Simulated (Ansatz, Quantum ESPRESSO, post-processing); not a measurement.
# honeycomb MgO, layer by layer, part 5 of 7

Aim: screening, gap and ionisation potential of honeycomb MgO against the number of layers.

Quantum ESPRESSO 7.5; plane-wave DFT, PBE, GBRV ultrasoft pseudopotentials; geometry by Ansatz 0.2.0 with PAW datasets.

So far. Step 7 (Band structure, 1 layer: no field): Along this path the valence top lies at K and the conduction bottom at Γ. Step 13 (Electrostatic potential, 2 layers): The slope in the vacuum is 0.100 eV/Å for an applied 0.10 V/Å, as it should be.

### Step 14. Bands along a path, 2 layers: no field

File n2.f0.bands.in:

```
&control
  prefix = 'n2.f0.bands'
  outdir = './out'
  pseudo_dir = './pseudo'
  calculation = 'bands'
  tefield = .true.
  dipfield = .true.
/
&system
  ibrav = 0
  nat = 4
  ntyp = 2
  ecutwfc = 40
  ecutrho = 200
  occupations = 'smearing'
  smearing = 'fd'
  degauss = 0.004
  edir = 3
  emaxpos = 0.97
  eopreg = 0.04
  eamp = 0.0
  nbnd = 20
/
&electrons
  conv_thr = 1e-07
  mixing_beta = 0.4
  electron_maxstep = 120
  mixing_mode = 'local-TF'
/
ATOMIC_SPECIES
  O   15.9990  o_pbe_v1.2.uspp.F.UPF
  Mg  24.3050  mg_pbe_v1.4.uspp.F.UPF
CELL_PARAMETERS angstrom
  3.37078672274357 -0.00000000000000 0.00000000000000
  -1.68539336137179 2.91918693263523 -0.00000000000000
  0.00000000000000 0.00000000000000 20.30000000000000
ATOMIC_POSITIONS crystal
  O   0.666666666667 0.333333333333 0.444933743301
  Mg  0.333333333333 0.666666666667 0.448392316775
  O   0.333333333333 0.666666666667 0.555066298628
  Mg  0.666666666667 0.333333333333 0.551607641296
K_POINTS crystal_b
4
  0.0000000000 0.0000000000 0.0000000000 12
  0.5000000000 0.0000000000 0.0000000000 12
  0.3333333333 0.3333333333 0.0000000000 12
  0.0000000000 0.0000000000 0.0000000000 1
```

Command:

```
> cp -r out/n2.f0.save out/n2.f0.bands.save
> cp out/n2.f0.xml out/n2.f0.bands.xml
> OMP_NUM_THREADS=1 mpirun -n 4 pw.x -nk 4 -in n2.f0.bands.in > n2.f0.bands.out
```

Output:

```text
[banner, memory and clock lines left out]
Program PWSCF v.7.5 starts

          URL

     Presently no symmetry can be used with electric field

     Atomic positions and unit cell read from directory:
     ./out/n2.f0.bands.save/

     G-vector sticks info

     bravais-lattice index     =            0
     lattice parameter (alat)  =       6.3699  a.u.
     unit-cell volume          =    1347.9874 (a.u.)^3
     number of atoms/cell      =            4
     number of atomic types    =            2
     number of electrons       =        32.00
     number of Kohn-Sham states=           20
     kinetic-energy cutoff     =      40.0000  Ry
     charge density cutoff     =     200.0000  Ry
     Exchange-correlation=  SLA  PW   PBX  PBC
                           (   1   4   3   4   0   0   0)

     celldm(1)=   6.369864  celldm(2)=   0.000000  celldm(3)=   0.000000
     celldm(4)=   0.000000  celldm(5)=   0.000000  celldm(6)=   0.000000

     crystal axes: (cart. coord. in units of alat)
               a(1) = (   1.000000  -0.000000   0.000000 )
               a(2) = (  -0.500000   0.866025  -0.000000 )
               a(3) = (   0.000000   0.000000   6.022333 )

     reciprocal axes: (cart. coord. in units 2 pi/alat)
               b(1) = (  1.000000  0.577350 -0.000000 )
               b(2) = (  0.000000  1.154701 -0.000000 )
               b(3) = (  0.000000  0.000000  0.166049 )

     PseudoPot. # 1 for O  read from file:
     ./pseudo/o_pbe_v1.2.uspp.F.UPF
     Pseudo is Ultrasoft + core correction, Zval =  6.0
     Generated by new atomic code, or converted to UPF format
     Using radial grid of  737 points,  5 beta functions with:
                l(1) =   0
                l(2) =   0
                l(3) =   1
                l(4) =   1
                l(5) =   2
     Q(r) pseudized with  8 coefficients,  rinner =    0.900   0.900   0.900
                                                       0.900   0.900

     PseudoPot. # 2 for Mg read from file:
     ./pseudo/mg_pbe_v1.4.uspp.F.UPF
     Pseudo is Ultrasoft, Zval = 10.0
     Generated by new atomic code, or converted to UPF format
     Using radial grid of  821 points,  7 beta functions with:
                l(1) =   0
                l(2) =   0
                l(3) =   0
                l(4) =   1
                l(5) =   1
                l(6) =   2
                l(7) =   2
     Q(r) pseudized with  8 coefficients,  rinner =    1.200   1.200   1.200
                                                       1.200   1.200

     atomic species   valence    mass     pseudopotential
     O                 6.00    15.99900     O ( 1.00)
     Mg               10.00    24.30500     Mg( 1.00)

     No symmetry found

   Cartesian axes

     site n.     atom                  positions (alat units)
         1        O      tau(   1) = (   0.5000000   0.2886751   2.6795391  )
         2        Mg     tau(   2) = (  -0.0000000   0.5773503   2.7003678  )
         3        O      tau(   3) = (  -0.0000000   0.5773503   3.3427941  )
         4        Mg     tau(   4) = (   0.5000000   0.2886751   3.3219649  )

     number of k points=    37  Fermi-Dirac smearing, width (Ry)=  0.0040
                       cart. coord. in units 2pi/alat
        k(    1) = (   0.0000000   0.0000000   0.0000000), wk =   0.0540541
        k(    2) = (   0.0416667   0.0240563   0.0000000), wk =   0.0540541
        k(    3) = (   0.0833333   0.0481125   0.0000000), wk =   0.0540541
        k(    4) = (   0.1250000   0.0721688   0.0000000), wk =   0.0540541
        k(    5) = (   0.1666667   0.0962250   0.0000000), wk =   0.0540541
        k(    6) = (   0.2083333   0.1202813   0.0000000), wk =   0.0540541
        k(    7) = (   0.2500000   0.1443376   0.0000000), wk =   0.0540541
        k(    8) = (   0.2916667   0.1683938   0.0000000), wk =   0.0540541
        k(    9) = (   0.3333333   0.1924501   0.0000000), wk =   0.0540541
        k(   10) = (   0.3750000   0.2165064   0.0000000), wk =   0.0540541
        k(   11) = (   0.4166667   0.2405626   0.0000000), wk =   0.0540541
        k(   12) = (   0.4583333   0.2646189   0.0000000), wk =   0.0540541
        k(   13) = (   0.5000000   0.2886751   0.0000000), wk =   0.0540541
        k(   14) = (   0.4861111   0.3127314   0.0000000), wk =   0.0540541
        k(   15) = (   0.4722222   0.3367877   0.0000000), wk =   0.0540541
        k(   16) = (   0.4583333   0.3608439   0.0000000), wk =   0.0540541
        k(   17) = (   0.4444444   0.3849002   0.0000000), wk =   0.0540541
        k(   18) = (   0.4305556   0.4089564   0.0000000), wk =   0.0540541
        k(   19) = (   0.4166667   0.4330127   0.0000000), wk =   0.0540541
        k(   20) = (   0.4027778   0.4570690   0.0000000), wk =   0.0540541
        k(   21) = (   0.3888889   0.4811252   0.0000000), wk =   0.0540541
        k(   22) = (   0.3750000   0.5051815   0.0000000), wk =   0.0540541
        k(   23) = (   0.3611111   0.5292377   0.0000000), wk =   0.0540541
        k(   24) = (   0.3472222   0.5532940   0.0000000), wk =   0.0540541
        k(   25) = (   0.3333333   0.5773503   0.0000000), wk =   0.0540541
        k(   26) = (   0.3055556   0.5292377   0.0000000), wk =   0.0540541
        k(   27) = (   0.2777778   0.4811252   0.0000000), wk =   0.0540541
        k(   28) = (   0.2500000   0.4330127   0.0000000), wk =   0.0540541
        k(   29) = (   0.2222222   0.3849002   0.0000000), wk =   0.0540541
        k(   30) = (   0.1944444   0.3367877   0.0000000), wk =   0.0540541
        k(   31) = (   0.1666667   0.2886751   0.0000000), wk =   0.0540541
        k(   32) = (   0.1388889   0.2405626   0.0000000), wk =   0.0540541
        k(   33) = (   0.1111111   0.1924501   0.0000000), wk =   0.0540541
        k(   34) = (   0.0833333   0.1443376   0.0000000), wk =   0.0540541
        k(   35) = (   0.0555556   0.0962250   0.0000000), wk =   0.0540541
        k(   36) = (   0.0277778   0.0481125   0.0000000), wk =   0.0540541
        k(   37) = (   0.0000000   0.0000000   0.0000000), wk =   0.0540541

     Dense  grid:    64499 G-vectors     FFT dimensions: (  30,  30, 180)

     Smooth grid:    45989 G-vectors     FFT dimensions: (  25,  25, 160)

     The potential is recalculated from file :
     ./out/n2.f0.bands.save/charge-density

     negative rho (up, down):  2.872E-04 0.000E+00

     Adding external electric field

     Computed dipole along edir(3) :
        Dipole               -0.0000 Ry au,         -0.0000 Debye
        Dipole field         -0.0000 Ry au,

        Potential amp.        0.0000 Ry
        Total length         36.8270 bohr

     Starting wfcs are   18 randomized atomic wfcs +    2 random wfcs

[...]
-75.1926 -75.1866 -42.0556 -42.0206 -41.9517 -41.9485 -41.9396 -41.9319
   -18.8949 -18.3407  -5.3084  -4.9098  -4.2481  -4.1466  -3.6039  -3.2536
     1.5738   2.0992   2.9180   3.6462

          k = 0.2500 0.1443 0.0000 (  5801 PWs)   bands (ev):

   -75.1922 -75.1867 -42.0542 -42.0227 -41.9539 -41.9496 -41.9426 -41.9322
   -18.8234 -18.3177  -5.4066  -5.0883  -4.3119  -4.2003  -3.6084  -3.2288
     1.9715   2.3572   3.2622   3.9548

          k = 0.2917 0.1684 0.0000 (  5775 PWs)   bands (ev):

   -75.1917 -75.1868 -42.0527 -42.0250 -41.9561 -41.9507 -41.9455 -41.9326
   -18.7481 -18.2974  -5.5777  -5.2194  -4.2994  -4.2511  -3.6151  -3.2294
     2.3964   2.6586   3.6620   4.2949

          k = 0.3333 0.1925 0.0000 (  5763 PWs)   bands (ev):

   -75.1913 -75.1870 -42.0511 -42.0273 -41.9582 -41.9516 -41.9481 -41.9330
   -18.6733 -18.2823  -5.7626  -5.3316  -4.2963  -4.2294  -3.6228  -3.2544
     2.8453   2.9986   4.1088   4.5695

          k = 0.3750 0.2165 0.0000 (  5749 PWs)   bands (ev):

   -75.1908 -75.1872 -42.0495 -42.0296 -41.9599 -41.9525 -41.9503 -41.9333
   -18.6038 -18.2739  -5.9248  -5.4289  -4.3338  -4.1280  -3.6304  -3.3007
     3.3010   3.3784   4.5293   4.7871

          k = 0.4167 0.2406 0.0000 (  5751 PWs)   bands (ev):

   -75.1904 -75.1874 -42.0481 -42.0316 -41.9613 -41.9531 -41.9520 -41.9335
   -18.5450 -18.2723  -6.0484  -5.5042  -4.3618  -4.0184  -3.6367  -3.3617
     3.6787   3.8467   4.6804   5.2664

          k = 0.4583 0.2646 0.0000 (  5772 PWs)   bands (ev):

   -75.1902 -75.1875 -42.0470 -42.0330 -41.9622 -41.9535 -41.9530 -41.9337
   -18.5041 -18.2751  -6.1254  -5.5515  -4.3791  -3.9257  -3.6408  -3.4220
     3.9426   4.3644   4.7602   5.4984

          k = 0.5000 0.2887 0.0000 (  5762 PWs)   bands (ev):

   -75.1901 -75.1876 -42.0466 -42.0336 -41.9625 -41.9537 -41.9533 -41.9338
   -18.4891 -18.2771  -6.1514  -5.5677  -4.3850  -3.8862  -3.6423  -3.4501
     4.0375   4.7609   4.9416   4.9469

          k = 0.4861 0.3127 0.0000 (  5760 PWs)   bands (ev):

   -75.1900 -75.1876 -42.0465 -42.0336 -41.9625 -41.9537 -41.9533 -41.9338
   -18.4876 -18.2772  -6.1463  -5.5638  -4.4000  -3.8887  -3.6478  -3.4461
     4.0514   4.7681   4.9475   4.9626

          k = 0.4722 0.3368 0.0000 (  5762 PWs)   bands (ev):

   -75.1900 -75.1876 -42.0464 -42.0337 -41.9625 -41.9538 -41.9533 -41.9341
   -18.4833 -18.2775  -6.1309  -5.5523  -4.4435  -3.8978  -3.6620  -3.4352
     4.0927   4.7896   4.9647   5.0093

          k = 0.4583 0.3608 0.0000 (  5742 PWs)   bands (ev):

   -75.1900 -75.1877 -42.0461 -42.0340 -41.9624 -41.9540 -41.9532 -41.9346
   -18.4763 -18.2781  -6.1054  -5.5336  -4.5113  -3.9190  -3.6781  -3.4205
     4.1601   4.8252   4.9927   5.0853

          k = 0.4444 0.3849 0.0000 (  5734 PWs)   bands (ev):

   -75.1899 -75.1877 -42.0458 -42.0343 -41.9624 -41.9542 -41.9531 -41.9352
   -18.4667 -18.2792  -6.0704  -5.5082  -4.5979  -3.9583  -3.6872  -3.4052
     4.2515   4.8744   5.0301   5.1879

          k = 0.4306 0.4090 0.0000 (  5722 PWs)   bands (ev):

   -75.1898 -75.1878 -42.0453 -42.0347 -41.9624 -41.9545 -41.9530 -41.9358
   -18.4548 -18.2809  -6.0262  -5.4771  -4.6980  -4.0171  -3.6848  -3.3924
     4.3645   4.9368   5.0753   5.3137

          k = 0.4167 0.4330 0.0000 (  5716 PWs)   bands (ev):

   -75.1897 -75.1879 -42.0448 -42.0352 -41.9623 -41.9547 -41.9530 -41.9366
   -18.4408 -18.2836  -5.9738  -5.4418  -4.8063  -4.0908  -3.6715  -3.3840
     4.4957   5.0120   5.1259   5.4581

          k = 0.4028 0.4571 0.0000 (  5706 PWs)   bands (ev):

   -75.1895 -75.1880 -42.0442 -42.0358 -41.9623 -41.9549 -41.9529 -41.9374
   -18.4252 -18.2876  -5.9143  -5.4042  -4.9180  -4.1720  -3.6499  -3.3817
     4.6410   5.0989   5.1793   5.6155

          k = 0.3889 0.4811 0.0000 (  5720 PWs)   bands (ev):

   -75.1894 -75.1881 -42.0435 -42.0365 -41.9624 -41.9550 -41.9530 -41.9381
   -18.4084 -18.2931  -5.8495  -5.3669  -5.0282  -4.2535  -3.6223  -3.3862
     4.7940   5.1962   5.2341   5.7781

          k = 0.3750 0.5052 0.0000 (  5722 PWs)   bands (ev):

   -75.1892 -75.1882 -42.0427 -42.0373 -41.9624 -41.9550 -41.9531 -41.9387
   -18.3907 -18.3005  -5.7821  -5.3337  -5.1315  -4.3279  -3.5903  -3.3982
     4.9428   5.2927   5.3012   5.9331

          k = 0.3611 0.5292 0.0000 (  5740 PWs)   bands (ev):

   -75.1890 -75.1883 -42.0419 -42.0381 -41.9625 -41.9548 -41.9533 -41.9392
   -18.3728 -18.3103  -5.7176  -5.3089  -5.2205  -4.3876  -3.5553  -3.4179
     5.0637   5.3674   5.4078   6.0577

          k = 0.3472 0.5533 0.0000 (  5754 PWs)   bands (ev):

   -75.1889 -75.1885 -42.0410 -42.0391 -41.9626 -41.9545 -41.9537 -41.9394
   -18.3549 -18.3226  -5.6668  -5.2967  -5.2826  -4.4261  -3.5182  -3.4452
     5.1307   5.4650   5.5004   6.1189

          k = 0.3333 0.5774 0.0000 (  5736 PWs)   bands (ev):

   -75.1887 -75.1887 -42.0400 -42.0400 -41.9626 -41.9541 -41.9541 -41.9395
   -18.3377 -18.3377  -5.6472  -5.2995  -5.2995  -4.4392  -3.4801  -3.4800
     5.1484   5.5346   5.5346   6.1205

          k = 0.3056 0.5292 0.0000 (  5728 PWs)   bands (ev):

   -75.1891 -75.1883 -42.0421 -42.0379 -41.9624 -41.9551 -41.9530 -41.9392
   -18.3777 -18.3071  -5.6962  -5.3409  -5.2002  -4.3929  -3.5702  -3.4038
     5.1029   5.2233   5.2940   6.2672

          k = 0.2778 0.4811 0.0000 (  5728 PWs)   bands (ev):

   -75.1895 -75.1879 -42.0443 -42.0356 -41.9618 -41.9559 -41.9515 -41.9384
   -18.4312 -18.2843  -5.7513  -5.3934  -5.0365  -4.2826  -3.6814  -3.3328
     4.6612   4.7142   5.0529   6.2574

          k = 0.2500 0.4330 0.0000 (  5734 PWs)   bands (ev):

   -75.1901 -75.1876 -42.0465 -42.0330 -41.9605 -41.9563 -41.9498 -41.9373
   -18.4979 -18.2715  -5.7560  -5.4179  -4.8728  -4.1470  -3.8018  -3.2727
     4.0841   4.1043   4.9570   5.5180

          k = 0.2222 0.3849 0.0000 (  5740 PWs)   bands (ev):

   -75.1906 -75.1873 -42.0487 -42.0303 -41.9585 -41.9561 -41.9479 -41.9361
   -18.5760 -18.2700  -5.7010  -5.3936  -4.7352  -4.0110  -3.9127  -3.2281
     3.4997   3.5473   4.7143   4.9732

          k = 0.1944 0.3368 0.0000 (  5761 PWs)   bands (ev):

   -75.1912 -75.1870 -42.0508 -42.0276 -41.9561 -41.9553 -41.9458 -41.9349
   -18.6621 -18.2793  -5.5939  -5.3132  -4.6412  -3.9890  -3.8896  -3.2025
     2.9246   3.0678   4.1634   4.7343

          k = 0.1667 0.2887 0.0000 (  5767 PWs)   bands (ev):

   -75.1917 -75.1868 -42.0527 -42.0248 -41.9540 -41.9535 -41.9434 -41.9338
   -18.7516 -18.2978  -5.4585  -5.1777  -4.5874  -4.0121  -3.7909  -3.1983
     2.3869   2.6515   3.6368   4.3120

          k = 0.1389 0.2406 0.0000 (  5787 PWs)   bands (ev):

   -75.1923 -75.1867 -42.0545 -42.0222 -41.9523 -41.9509 -41.9409 -41.9328
   -18.8395 -18.3224  -5.3410  -4.9945  -4.5229  -3.9916  -3.7177  -3.2180
     1.8892   2.3003   3.1812   3.8898

          k = 0.1111 0.1925 0.0000 (  5803 PWs)   bands (ev):

   -75.1928 -75.1865 -42.0561 -42.0199 -41.9503 -41.9488 -41.9381 -41.9321
   -18.9202 -18.3496  -5.2887  -4.7754  -4.3867  -3.9506  -3.6686  -3.2639
     1.4341   2.0142   2.8026   3.5440

          k = 0.0833 0.1443 0.0000 (  5791 PWs)   bands (ev):

   -75.1932 -75.1864 -42.0574 -42.0179 -41.9484 -41.9472 -41.9353 -41.9315
   -18.9889 -18.3757  -5.2965  -4.5360  -4.1954  -3.8946  -3.6390  -3.3381
     1.0299   1.7926   2.5044   3.2742

          k = 0.0556 0.0962 0.0000 (  5771 PWs)   bands (ev):

   -75.1935 -75.1864 -42.0584 -42.0165 -41.9468 -41.9461 -41.9330 -41.9312
   -19.0413 -18.3971  -5.3268  -4.2954  -4.0427  -3.7961  -3.6233  -3.4413
     0.6967   1.6347   2.2893   3.0805

          k = 0.0278 0.0481 0.0000 (  5783 PWs)   bands (ev):

   -75.1937 -75.1864 -42.0590 -42.0156 -41.9457 -41.9455 -41.9315 -41.9310
   -19.0740 -18.4112  -5.3530  -4.0801  -3.9816  -3.6690  -3.6169  -3.5646
     0.4693   1.5400   2.1595   2.9638

          k = 0.0000 0.0000 0.0000 (  5705 PWs)   bands (ev):

   -75.1937 -75.1863 -42.0592 -42.0153 -41.9453 -41.9453 -41.9309 -41.9309
   -19.0851 -18.4160  -5.3629  -3.9674  -3.9674  -3.6473  -3.6128  -3.6128
     0.3872   1.5085   2.1160   2.9247

     XML data file, pseudopotentials, collected wavefunctions

                                        0.00s GPU  (     379 calls)
```

Wall time 9.1 s (4 MPI ranks of Arm Neoverse V2, shared host); peak memory 0.31 GiB.

Numbers from this step:

```
dipole along the normal              : 0 e·Å
valence top, on the run's zero       : -3.198 eV
conduction bottom, on the run's zero : 0.3872 eV
gap by band count                    : 3.586 eV
```

Band numbers count within the set of bands kept for display. The electronic bands at the labelled points (eV, zero at the highest filled level of the SCF mesh; v1 is the highest filled band, c1 the lowest empty one):

```
  point     v4     v3     v2     v1    c1    c2    c3    c4
      Γ  -0.77  -0.45  -0.41  -0.41  3.59  4.71  5.31  6.12
halfway  -1.11  -1.00  -0.41  -0.03  5.17  5.56  6.46  7.15
      M  -1.19  -0.69  -0.44  -0.25  7.24  7.96  8.14  8.15
halfway  -1.61  -0.89  -0.47  -0.19  7.69  8.21  8.32  8.66
      K  -2.10  -1.24  -0.28  -0.28  8.35  8.73  8.73  9.32
halfway  -1.39  -0.81  -0.59   0.00  5.59  5.85  6.84  7.51
      Γ  -0.77  -0.45  -0.41  -0.41  3.59  4.71  5.31  6.12
```

The electronic bands as a text plot (rows in eV, shown from -3.0 to 6.1 only):

```
    5.9 |+     +++  ++++                          ++++  ++      +
    5.6 |   +++   ++++                              ++++  ++++
    5.2 |+++   +++++                                  ++++++  +++
    4.8 |++++++  +                                      ++  +++++
    4.4 |      ++
    4.0 |    ++                                           ++++
    3.7 |++++                                                 +++
    3.3 |
    2.9 |
    2.5 |
    2.2 |
    1.8 |
    1.4 |
    1.0 |
    0.6 |
    0.3 |
   -0.1 |   **************************************************
   -0.5 |******************************** ******    *************
   -0.9 |*****************************        *******************
   -1.3 |    **   ****************    ********      **********
   -1.6 |      ***                ***         ******  ****
   -2.0 |***************             *********  *****************
   -2.4 |         *******************  ***************
   -2.8 |               ***************
         Γ                   M           K                      Γ
```

Along this path the valence top lies between K and Γ and the conduction bottom at Γ.

### Step 15. Polarisability from the dipole between 0 and 0.1 V/A, 2 layers

Numbers from this step:

| Item | Value |
| --- | --- |
| change of slope in the vacuum | 0.10000 eV/Å |
| polarisability a cell | 2.950 Å³ |
| sheet polarisability 4πα/A | 3.768 Å |

Change of the potential energy, second field less first against z:

```
z (Å)  change of the potential energy, second field less first (eV)
  0.0                                                        -0.412
  0.5                                                        -0.776
  1.0                                                        -0.726
  1.5                                                        -0.676
  2.0                                                        -0.626
  2.5                                                        -0.576
  3.0                                                        -0.526
  3.5                                                        -0.476
  4.0                                                        -0.426
  4.5                                                        -0.376
  5.0                                                        -0.326
  5.5                                                        -0.276
  6.0                                                        -0.226
  6.5                                                        -0.178
  7.0                                                        -0.131
  7.5                                                       -0.0890
  8.0                                                       -0.0569
  8.5                                                       -0.0393
  9.0                                                       -0.0297
  9.5                                                       -0.0208
 10.0                                                      -0.00579
 10.5                                                        0.0129
 11.0                                                        0.0244
 11.5                                                        0.0335
 12.0                                                        0.0449
 12.5                                                        0.0689
 13.0                                                         0.106
 13.5                                                         0.151
 14.0                                                         0.199
 14.5                                                         0.248
 15.0                                                         0.298
 15.5                                                         0.348
 16.0                                                         0.398
 16.5                                                         0.447
 17.0                                                         0.497
 17.5                                                         0.547
 18.0                                                         0.597
 18.5                                                         0.647
 19.0                                                         0.697
 19.5                                                         0.747
 20.0                                                         0.168
```

(Part 5 of 7 ends here.)

[Logs are printed without paths, hosts, clocks, repeated set-up lines and the standing remarks that a program may print on its own settings, such as how far it seeks lower states.]

[Hosts, paths, dates, database ids (printed as entryN), source tags and the programs' standing remarks are cut or masked in the printed files.]

[Maps of the electrostatic potential energy from Ansatz leave out the sawtooth potential of an applied field or a dipole correction, so their vacuum need not be flat; planar profiles and work functions include it.]
